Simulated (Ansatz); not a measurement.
# TePb (Fm-3m) in Ansatz: reference runs

Reference runs on TePb: the cell as given and a disturbed copy.

Everything below comes from runs of Ansatz 0.2.0. Logs are shortened: lines on timing, memory, paths and dates and some standing lists are left out, and cuts for length are marked.

## (1) The structure

It takes space group Fm-3m (No. 225, cubic). The conventional cell has a = 6.462 Å, b = 6.462 Å, c = 6.462 Å, α = 90.00°, β = 90.00°, γ = 90.00°. Pb (site symmetry m-3m) is surrounded by 6 Te at 3.23 Å. Te (site symmetry m-3m) has 6 Pb at 3.23 Å as nearest neighbours.

## (2) Single point, PBE

The input, input.yaml:

```yaml
crystal:
  lattice:
    - [0.0, 3.231, 3.231]
    - [3.231, 0.0, 3.231]
    - [3.231, 3.231, 0.0]
  atoms:
    - { symbol: Pb, position: [0.0, 0.0, 0.0] }
    - { symbol: Te, position: [0.5, 0.5, 0.5] }
kpoints:
  mp_grid: { grid: [7, 7, 7] }
scf:
  occupations: { method: fermi_dirac, width: 0.05 }
hamiltonian:
  xc: pbe
  pseudopotentials: { kind: all_electron, lapw: { basis_error: 0.001 } }
output:
  forces: true
  stress: true
  eigenvalues: true
  populations: true
```

Potentials or basis: all-electron LAPW, scalar-relativistic.

Launch:

```bash
ansatz run input.yaml --threads 1 --pin off --max-ram 2560MiB --backend cpu --events-out ev --progress --plain --runs-dir out
```

Standard output:

```text
Warning: RAYON_NUM_THREADS=1 ignored (pool sized by the plan → 1); use --threads N
Pb: projections on atomic orbitals take those of the free atom 1s2 2s2 2p6 3s2 3p6 3d10 4s2 4p6 4d10 4f14 5s2 5p6 5d10 6s2 6p2, of charge +0.00 (hamiltonian.pseudopotentials.projection_atoms)
Te: projections on atomic orbitals take those of the free atom 1s2 2s2 2p6 3s2 3p6 3d10 4s2 4p6 4d10 5s2 5p4, of charge +0.00 (hamiltonian.pseudopotentials.projection_atoms)
LAPW: plane waves up to 6.848 Å⁻¹, error target 1.0e-3 eV per atom; small_component_spin mean_spin; Te in spheres of 1.578 Å, 24 of its electrons in bands, Dirac shells []; Pb in spheres of 1.653 Å, 36 of its electrons in bands, Dirac shells [] (how accurate: hamiltonian.pseudopotentials.lapw.basis_error, Limitations)
Engine: ansatz 0.2.0, x86_64-unknown-linux-gnu
Pseudopotentials: kind: all_electron
Pseudopotential: Pb, LAPW, valence charge 36, lapw/all_electron/scalar/gaussian/Pb, Koelling and Harmon's equation, gaussian nucleus
Pseudopotential: Te, LAPW, valence charge 24, lapw/all_electron/scalar/gaussian/Te, Koelling and Harmon's equation, gaussian nucleus
Functional definition: PBE
  parameter kappa = 0.804
  parameter beta = 0.06672455060314922
  exchange = pbe_x(kappa = kappa, mu = beta*pi^2/3)
  correlation = pbe_c(beta = beta)
Crystal: 2 atoms, lattice volume = 67.459 Å³
Basis set: ecut = 178.68617503059642 eV, 339 PW (Γ), exchange–correlation at level 2
Bands: 36, of which v1, the nominal top of the filled ones, is band 30 counted from 1 (29 counted from 0)
Symmetry: 48 space group operations
Space group: Fm-3m (ITA 225), of the structure as read, at distance tolerance 4.1e-5 Å
k-points: 20 of 343
Non-local potential: Pb, projectors of the file, none
Non-local potential: Te, projectors of the file, none
Initial density: superposition of atomic densities (chi_scale 0.1, normalization cell, long waves kept (reshape's long-wave potential 0.00 eV rms))
Initial wavefunctions: plane waves of lowest kinetic energy (no species holds an atomic orbital)
Functional: x = pbe(κ = 0.804, μ = 0.2195149727645171), c = pbe(β = 0.06672455060314922)
iter 1 solved again at ethr=6.82e-4 eV; its pass at ethr=1.00e-1 eV (dr2=4.09e-1 eV) is discarded
SCF iter   1: F=—  HF=-752951.876621 eV  |F-HF|=—  |Δ(HF+E_count)|=         —  Δρ=1.54e-2  dr2=4.09e-1  ethr=6.82e-4  ⟨swp⟩=2.5  Hψ=4467  notcnv=0
preconditioner: auto → none  [insulator: Δε(μ)=1.119 eV  Ē_g=16.027 eV  σ=0.050 eV  W_gap=1.00  n_scr=14 (ndim 8)  ℏωp=20.2 eV  f_vac=0.106  D(μ)=0.00/eV (n_scr^D=0)  ε∞_Penn≈2.6]
iter 2 solved again at ethr=1.08e-5 eV; its pass at ethr=6.82e-4 eV (dr2=6.50e-3 eV) is discarded
SCF iter   2: F=—  HF=-752951.765036 eV  |F-HF|=—  |Δ(HF+E_count)|=   1.12e-1  Δρ=3.50e-3  dr2=6.51e-3  ethr=1.08e-5  ⟨swp⟩=2.0  Hψ=3742  notcnv=0
SCF iter   3: F=—  HF=-752951.756530 eV  |F-HF|=—  |Δ(HF+E_count)|=   8.51e-3  Δρ=2.37e-3  dr2=5.95e-3  ethr=1.08e-5  ⟨swp⟩=2.9  Hψ=2209  notcnv=0
SCF iter   4: F=—  HF=-752951.757896 eV  |F-HF|=—  |Δ(HF+E_count)|=   1.37e-3  Δρ=8.24e-4  dr2=6.69e-4  ethr=9.91e-6  ⟨swp⟩=2.0  Hψ=2150  notcnv=0
SCF iter   5: F=—  HF=-752951.758090 eV  |F-HF|=—  |Δ(HF+E_count)|=   1.94e-4  Δρ=1.32e-4  dr2=1.40e-5  ethr=1.12e-6  ⟨swp⟩=2.0  Hψ=2140  notcnv=0
SCF iter   6: F=—  HF=-752951.758101 eV  |F-HF|=—  |Δ(HF+E_count)|=   1.11e-5  Δρ=2.30e-5  dr2=4.99e-7  ethr=2.34e-8  ⟨swp⟩=2.9  Hψ=2181  notcnv=0
SCF iter   7: F=-752951.758102 eV  HF=-752951.758102 eV  |F-HF|=2.42e-8  |Δ(HF+E_count)|=   7.54e-7  Δρ=4.04e-6  dr2=1.23e-8  ethr=8.31e-10  ⟨swp⟩=3.0  Hψ=2224  notcnv=0
SCF 1 converged in 7 iterations: F = -752951.758102 eV  dr2 = 1.23e-8
SCF converged after 7 iterations
Free energy (F): -752951.758102 eV
Harris-Foulkes:  -752951.758102 eV  (|F-HF|=2.42e-8)
Internal energy: -752951.758100 eV  (E = F + TS)
E sigma→0 (E₀):  -752951.758101 eV
Entropy (-TS):   -0.000003 eV (-0.001 meV/atom)
Fermi energy:    12.227662 eV
--- Per-component energies (eV) ---
  E_band       = -3402.919847
  E_kinetic    = 850229.202034
  E_xc         = -15371.931986
  E_electrostatic = -1587809.028148  (all electrons and nuclei)
  E_smearing   = -0.000003  (= −TS)
  E_closure    = 0.000000  (closes the sum)
  E_atoms      = -752944.279139  (free atoms, spherical and without spin; not in F)
  Σ components = -752951.758102   (vs F -752951.758102, Δ=0.00e0)
  Basis errors (estimates in eV, not in F): energy 3.5e-4 per atom: plane waves 3.4e-4 (1.8e-4 summed), levels above the bands 8.9e-63, relativity 3.3e-8, radial functions 1.6e-5, core shells 7.3e-9; eigenvalues (radial functions only) 2.8e-6; not estimated: angular momenta, meshes, grids; target (lapw.basis_error) 1.0e-3; muffin-tin radii Te 1.578 Å, Pb 1.653 Å
--- Forces (eV/Å), atoms counted from 1 ---
  atom   1  Pb     0.00000000    -0.00000000    -0.00000000
  atom   2  Te    -0.00000000    -0.00000000    -0.00000000
  max |Σ_I F_I| component: 7.89e-31 eV/Å
--- Stress (GPa, compression-positive) ---
        2.124352       0.000000      -0.000000
        0.000000       2.124352      -0.000000
       -0.000000      -0.000000       2.124352
  P = ⅓ Tr σ = 2.1244 GPa (21.244 kbar)
--- Band table (eV; the first three rows and the last of 20) ---
  k-point 0: bands = ["-146.9708", "-127.5669", "-116.5971", "-116.5951", "-116.5951", "-116.5951", "-116.5936", "-116.5936", "-116.5936", "-97.0090", "-97.0090", "-97.0090", "-69.4089", "-69.4089", "-69.4089", "-24.3440", "-24.3440", "-24.3385", "-24.3385", "-24.3385", "-4.9110", "-4.9110", "-4.9024", "-4.9024", "-4.9024", "-0.2032", "6.2306", "10.4675", "10.4675", "10.4675", "15.8968", "15.8968", "15.8968", "17.6360", "17.6360", "17.6360"]
  k-point 1: bands = ["-146.9708", "-127.5669", "-116.5971", "-116.5951", "-116.5951", "-116.5951", "-116.5936", "-116.5936", "-116.5936", "-97.0090", "-97.0090", "-97.0090", "-69.4089", "-69.4089", "-69.4089", "-24.3440", "-24.3440", "-24.3385", "-24.3384", "-24.3384", "-4.9136", "-4.9136", "-4.9019", "-4.8996", "-4.8996", "-0.0290", "5.6737", "10.5197", "10.5197", "10.7746", "14.9504", "15.1579", "15.1579", "17.4680", "18.0170", "18.0170"]
  k-point 2: bands = ["-146.9708", "-127.5669", "-116.5971", "-116.5951", "-116.5951", "-116.5951", "-116.5936", "-116.5936", "-116.5936", "-97.0090", "-97.0090", "-97.0090", "-69.4089", "-69.4089", "-69.4089", "-24.3439", "-24.3439", "-24.3384", "-24.3382", "-24.3382", "-4.9204", "-4.9204", "-4.9010", "-4.8922", "-4.8922", "0.4629", "4.5050", "10.6803", "10.6803", "11.2869", "13.6426", "13.9982", "13.9982", "18.0202", "19.0492", "19.0492"]
  k-point 19: bands = ["-146.9708", "-127.5669", "-116.5971", "-116.5951", "-116.5951", "-116.5951", "-116.5936", "-116.5936", "-116.5936", "-97.0090", "-97.0090", "-97.0090", "-69.4089", "-69.4089", "-69.4089", "-24.3441", "-24.3437", "-24.3383", "-24.3381", "-24.3377", "-4.9540", "-4.9137", "-4.8981", "-4.8911", "-4.8782", "1.5947", "3.7947", "7.9190", "8.5477", "11.1387", "13.7618", "16.5273", "17.3342", "17.9570", "19.1457", "22.1905"]
--- Löwdin populations: 2 sites ---
  site symbol       q [e]
     0     Pb     81.8085
     1     Te     52.1484
  spilling = 0.000322 (of n_electrons = 134.000000)
```

Run time: 4.1 s. Hardware: 1 thread of Intel Xeon 6975P-C (Granite Rapids), shared host; peak memory 0.33 GiB.

What came out:

```
Free energy     : -752951.7581 eV
Pressure        : 2.1 GPa
Loewdin charges : Pb +0.19; Te -0.15 e
```

Caveat: this odd mesh misses L, where the gap lies, so gap, dielectric constants and Born charges aren't listed.

## (3) Single point, PBE (atoms moved at random, drawn with an rms of 0.05 Å)

Edit input.yaml of step 2 so:

```diff
@@ -6,4 +6,4 @@
   atoms:
-    - { symbol: Pb, position: [0.0, 0.0, 0.0] }
-    - { symbol: Te, position: [0.5, 0.5, 0.5] }
+    - { symbol: Pb, position: [-0.00791, 0.007972, -0.004686] }
+    - { symbol: Te, position: [0.506326, 0.508106, 0.490492] }
 kpoints:
```

Potentials or basis: all-electron LAPW, scalar-relativistic.

Launch:

```bash
ansatz run input.yaml --threads 1 --pin off --max-ram 2560MiB --backend cpu --events-out ev --progress --plain --runs-dir out
```

Run time: 45 s. Hardware: 1 thread of Intel Xeon 6975P-C (Granite Rapids), shared host; peak memory 0.67 GiB.

The run converged. Its results:

- Free energy: -752951.7571 eV
- Pressure: 2.2 GPa
- Largest force: 0.036 eV/Å
- Band gap on the k mesh: 1.01 eV, direct
- Loewdin charges: Pb +0.19; Te -0.15 e

Forces in eV/Å, atoms in the order of the input:
```
Pb  -0.009  0.019  0.029
Te   0.009 -0.019 -0.029
```

Levels at points of the mesh, in eV from the valence-band top:
```tsv
k point	band 26	band 27	band 28	band 29	band 30	band 31	band 32	band 33	band 34	band 35
(0.00, 0.00, 0.00)	-11.92	-5.48	-1.26	-1.25	-1.25	4.16	4.17	4.18	5.92	5.93
```

Caveat: spin-orbit coupling is left out, which as a rule narrows the gap of such compounds by several tenths of an eV; an odd mesh through Γ misses points on the zone boundary, where band edges often lie.
